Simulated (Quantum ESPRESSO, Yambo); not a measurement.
# GaAs (F-43m): G0W0 with Yambo, start to end, part 3 of 3

How does a plane-wave GW calculation on GaAs (F-43m) run from the first input to the gap?

Quantum ESPRESSO 7.5 and Yambo 5.3.0; PBE and many-body steps on it, plane waves. Known limits of the many-body steps: not at the basis limit; no spin-orbit coupling; coarse k mesh.

So far. Step 3 (Bands along the symmetry lines): The gap is 0.518 eV, as in the run before at this level. Step 4 (Empty states on the mesh, 4×4×4 mesh, 555 bands): On this mesh the gap is 0.518 eV.

## 6. Screening and self-energy, 4×4×4 mesh, 239 bands, screening to 231.3 eV

Now the one-shot GW correction: screening in the RPA, then the self-energy of the levels asked for.

This step: G0W0 on PBE, plane waves, norm-conserving pseudopotentials.

Input file gw2.in:

```
HF_and_locXC
gw0
dyson
ppa
em1d
rim_cut
RandQpts= 1000000
RandGvec= 1 RL
EXXRLvcs= 104 Ry
VXCRLvcs= 416 Ry
Chimod= "HARTREE"
% BndsRnXp
 1 | 239 |
%
NGsBlkXp= 17 Ry
% LongDrXp
 1 | 1 | 1 |
%
% GbndRnge
 1 | 239 |
%
DysSolver= "n"
ExtendOut
PPAPntXp= 27.21138 eV
% QPkrange
 1 | 1 | 21 | 24 |
%
```

Command:

```console
OMP_NUM_THREADS=1 mpirun -n 8 yambo -F gw2.in -J gw2 -C gw2 > gw2.log
```

The program printed:

```text
 Yambo, version 5.3.0

 [02] CORE Variables Setup
 =========================

  [... cell, symmetries and grids as in the set-up ...]

  [02.05] Energies & Occupations
  ==============================

  [X] === General ===
  [X] Electronic Temperature                        :  0.000000  0.000000 [eV K]
  [X] Bosonic    Temperature                        :  0.000000  0.000000 [eV K]
  [X] Finite Temperature mode                       : no
  [X] El. density                                   :  0.97390E+24 [cm-3]
  [X] Fermi Level                                   :  9.827510 [eV]

  [X] === Gaps and Widths ===
  [X] Conduction Band Min                           :  0.518058 [eV]
  [X] Valence Band Max                              :  0.000000 [eV]
  [X] Filled Bands                                  :  22
  [X] Empty Bands                                   :    23   555
  [X] Direct Gap                                    :  0.518058 [eV]
  [X] Direct Gap localized at k                     :  1
  [X] Indirect Gap                                  :  0.518058 [eV]
  [X] Indirect Gap between kpts                     :  1  1
  [X] Last valence band width                       :  3.339194 [eV]
  [X] 1st conduction band width                     :  4.106600 [eV]

 [03] Transferred momenta grid and indexing
 ==========================================

 IBZ Q-points                                      :   8
 BZ  Q-points                                      :   64

 K/Q-points units:
 rlu = crystal or reduced units; cc = cartesian coordinates; iku = interal k-units

 Q [1]          [rlu]:  0.000000  0.000000  0.000000
 Q [2]          [rlu]: -0.91587E-18 -0.91587E-18  0.25000
 Q [3]          [rlu]:  0.18317E-17  0.18317E-17 -0.50000
 Q [4]          [rlu]: -0.26116E-17  0.25000      0.25000
 Q [5]          [rlu]:  0.71282E-16  0.25000      0.50000
 Q [6]          [rlu]:  0.18317E-17  0.25000     -0.25000
 Q [7]          [rlu]:  0.52231E-17 -0.50000     -0.50000
 Q [8]          [rlu]:  0.250000 -0.500000 -0.250000

 [04] Coloumb potential Random Integration (RIM)
 ===============================================

  [04.01] RIM initialization
  ==========================

  * Diagonal components only detected *

  8 x (sBL volume)        :  0.101699 [a.u.]
  sBZ random points       :  1000000
  Points outside the sBZ  :   7987327
  RL volume               :  0.813588 [a.u.]
  Integrated volume       :  0.814879 [a.u.]

  [04.02] RIM integrals
  =====================

  Gamma point sphere radius             :  0.084669 [a.u.]
  Points outside the sphere             :   799513
  [Int_sBZ(q=0) 1/q^2]*(Vol_sBZ)^(-1/3) =:  7.764325
                                 should be <:  7.795600

  Summary of Coulomb integrals for non-metallic bands |Q|[au] RIM/Bare

  Q [1] 0.100000E-4 0.995988 * Q [2] 0.254653 1.066317
  Q [4] 0.294048 1.065091 * Q [6] 0.415847 1.027759
  Q [5] 0.487623 1.020584 * Q [3] 0.509306 1.018268
  Q [7] 0.588096 1.014689 * Q [8] 0.657511 1.011648

 [WARNING] [Xp] User bands 1-239 break level degeneracy

 [05] Dipoles
 ============

  [05.01] Setup: observables and procedures
  =========================================

 [06] Dynamic Dielectric Matrix (PPA)
 ====================================

 [SLK-Inversion]  Pools        :  2
 [SLK-Inversion]  BLACS grid   :  2  2

 [WR./gw2//ndb.pp]---------------------------------------------------------------
  Brillouin Zone Q/K grids (IBZ/BZ)                :    8   64    8   64
  RL vectors                                       :   6567 [WF]
  Coulomb cutoff potential                         : none
  Electronic Temperature                           :  0.000000 [K]
  Bosonic    Temperature                           :  0.000000 [K]
  PPA    diel. fun.  energies                      : Perdew, Burke & Ernzerhof(X)+Perdew, Burke & Ernzerhof(C)
  wavefunctions                                    : Perdew, Burke & Ernzerhof(X)+Perdew, Burke & Ernzerhof(C)
  Global Gauge                                     : length
  X matrix size                                    :   387
  X band range                                     :    1  239
  X e/h energy range                               : -1.000000 -1.000000 [eV]
  X Time ordering                                  : R
  X Hxc Kernel                                     : HARTREE
  X Drude frequency                                :  0.000000  0.000000
  X poles                                          :  100.0000 [o/o]
  RL vectors in the sum                            :   6567
  [r,Vnl] included                                 : yes
  Field direction                                  :  0.577350E-5  0.577350E-5  0.577350E-5
  BZ energy Double Grid                            : no
  BZ energy DbGd points                            : 0
  BZ Q point size factor                           : -1.000000
  X Optical Averaged directions                    : none

 [07] Local Exchange-Correlation + Non-Local Fock
 ================================================

 [VXC] Plane waves :   43655
 [EXS] Plane waves :   5601

 QP @ state[ 1 ] K range:  1  1
 QP @ state[ 1 ] b range:  21  24

 [xc] Functional : Perdew, Burke & Ernzerhof(X)+Perdew, Burke & Ernzerhof(C)
 [xc] LIBXC used to calculate xc functional
  PP Number of Atomic Species                      :  2
  NLCC RL compoments                               :   43655
  PP Number of Atomic Species                      :  2
  NLCC RL compoments                               :   43655

 [xc] E_xc :  -45.46123 [Ha]
      E_xc :  -90.92246 [Ry]

  Local XC kind (lXC) : Perdew, Burke & Ernzerhof(X)+Perdew, Burke & Ernzerhof(C)
  Non-Local XC kind (nlXC) : Hartree-Fock

  Corrections @ K [1] :  [eV]
 <21|nlXC|21> = -15.93724  0.22402E-16 <21|lXC|21> = -14.36257 -0.18882E-15
 <22|nlXC|22> = -15.93715 -0.31082E-17 <22|lXC|22> = -14.36257  0.47204E-16
 <23|nlXC|23> = -10.69830 -0.27111E-17 <23|lXC|23> = -14.69845 -0.11801E-16
 <24|nlXC|24> = -7.088590 -0.20586E-17 <24|lXC|24> = -11.53166  0.18882E-15

 [08] Dyson equation: Newton solver
 ==================================

  [08.01] G0W0 (W PPA)
  ====================

  [  GW  ] Bands range     :    1  239
  [GW/PPA] G damping       :  0.100000 [eV]

  QP @ state[ 1 ] K range:  1  1
  QP @ state[ 1 ] b range:  21  24

   Sc/G bands                                       :    1  239
   Sc/G damping                                     :  0.100000 ev
   Sc bands terminator                              : no
   Sx RL components                                 :   5601

   QP @ state[ 1 ] K range                          :  1  1
   QP @ state[ 1 ] b range                          :  21  24
   GF energies kind                                 : Perdew, Burke & Ernzerhof(X)+Perdew, Burke & Ernzerhof(C)
   GF WF`s kind                                     : Perdew, Burke & Ernzerhof(X)+Perdew, Burke & Ernzerhof(C)
   Xs energies kind                                 : Perdew, Burke & Ernzerhof(X)+Perdew, Burke & Ernzerhof(C)
   Xs WF`s kind                                     : Perdew, Burke & Ernzerhof(X)+Perdew, Burke & Ernzerhof(C)

 [11] Game Over & Game summary
```

Elapsed: 4 min, on 8 MPI ranks of Arm Neoverse V2, shared host; peak memory 4.6 GiB.

Numbers from this step:

```yaml
g0w0_gap_on_the_points_computed: 1.134 eV
starting_gap_on_the_mesh: 0.5181 eV
k_of_the_valence_top: 0, 0, 0
k_of_the_conduction_bottom: 0, 0, 0
least_direct_g0w0_gap_on_the_computed_points: 1.134 eV
z_at_the_valence_top: 0.7950
z_at_the_conduction_bottom: 0.7981
```

The gap on the mesh goes from 0.52 eV to 1.13 eV, a correction of +0.62 eV.

Limits: finite bands, cutoff and mesh; no spin-orbit coupling; coarse k mesh. v1 is the top filled band, c1 the lowest empty one. Levels before and after the correction, in eV, zero at the valence-band top of each column:

```csv
,conduction bottom,valence top
Kohn-Sham,0.52,0.00
G0W0,1.13,0.00
```

```csv
,level,energy (eV)
Kohn-Sham,Γ v2-v1,0.000
Kohn-Sham,Γ c1,0.518
Kohn-Sham,Γ c2,3.737
G0W0,Γ v2-v1,0.000
G0W0,Γ c1,1.134
G0W0,Γ c2,4.331
```

## 7. Where the time went

Times are wall times on the hardware named with each run, good to a factor of about two.

```csv
step,time,share,memory (GiB)
ground state,6.5 s,2 %,0.61
bands along the symmetry lines,4.2 s,1 %,0.53
empty states on the mesh,69 s,21 %,1.8
conversion and set-up,3.3 s,1 %,0.25
screening and self-energy,4 min,74 %,4.6
```

## 8. What came out

```json
{
 "PBE gap": "0.52 eV, direct",
 "G0W0 gap on the mesh": "1.13 eV",
 "GW settings": "4×4×4 mesh, 239 bands, screening to 231.3 eV, Godby-Needs plasmon pole",
 "known limits": "not at the basis limit; no spin-orbit coupling; coarse k mesh"
}
```

G0W0 moves the gap on the mesh from 0.52 eV to 1.13 eV (+0.62 eV), with Z of 0.79 and 0.80 at the edges. Only 1 of the mesh's irreducible points was corrected, so a valley elsewhere could overtake. The dearest step here is «screening and self-energy». Against experiment, by G0W0@PBE: the direct gap of 1.13 eV lies −0.38 eV from the measured 1.51 eV (exciton, 77 K, 2020); the direct gap of 1.13 eV lies −0.28 eV from the measured 1.418 ± 0.005 eV (direct, 300 K, 2008); the direct gap of 1.13 eV lies −0.29 eV from the measured 1.42 eV (direct, 300 K, 2004); the direct gap of 1.13 eV lies −0.28 eV from the measured 1.412 ± 0.01 eV (direct, 300 K, 2008). An exciton line or allowed optical edge lies below the quasiparticle gap by the binding energy; a forbidden edge can push the onset above it. The calculation has static nuclei and no excitons; a measured gap holds zero-point and thermal motion, which mostly lowers it. Bands and cutoff are finite, so the gap is not at the basis limit. The miss can reach some tenths of an eV and take either sign; the mesh is an error of its own. In the G0W0 run levels were corrected at 1 k point alone, so a gap called «on the mesh» is the least over those, and an edge elsewhere would be missed. The 4×4×4 mesh is coarse for this cell, which bears on the long-range parts of exchange and screening. The many-body steps are scalar-relativistic: spin-orbit coupling is not in them.

[Paths, hosts, dates, memory and timing lines, banners, echoed tables and standing remarks are left out of the program output.]

[Logs are printed without paths, hosts, clocks, repeated set-up lines and the standing remarks that a program may print on its own settings, such as how far it seeks lower states.]

[Runs of the session that timed out or met a known fault of the program may be left out.]

[Hosts, paths, dates, database ids (printed as entryN), source tags and the programs' standing remarks are cut or masked in the printed files.]
